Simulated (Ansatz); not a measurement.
Where the default PAW files enter, the runs use the earlier of Ansatz's two default sets.

Here is the system:

```
CELL_PARAMETERS angstrom
      5.26723     0.00000     0.00000
      1.57090     5.02753     0.00000
      1.57090     1.15496     2.11486
ATOMIC_POSITIONS crystal
  Ge 0.50000 0.50000 0.50000
  Ge 0.00000 0.00000 0.00000
  O  0.30577 0.30577 0.38846
  O  0.69423 0.69423 0.61154
  O  0.19423 0.80577 0.50000
  O  0.80577 0.19423 0.50000
```

Space group of this cell: P4_2/mnm, rutile. The cell is taken as given; by r2SCAN its mean pressure is -0.7 GPa.

Transport runs along the normal of the first two printed cell vectors, the (111) plane of the conventional cell.

No gap correction and no spin-orbit coupling; mid-gap is the computed energy nearest the middle.

Question: Estimate the band gap and the smallest decay constant κ at mid-gap that r2SCAN (Ansatz, a program for electronic structure) returns for this system.

Answer: Gap 2.44 eV on a 14×14×14 mesh; κ = 0.229 1/Å, at the zone centre.
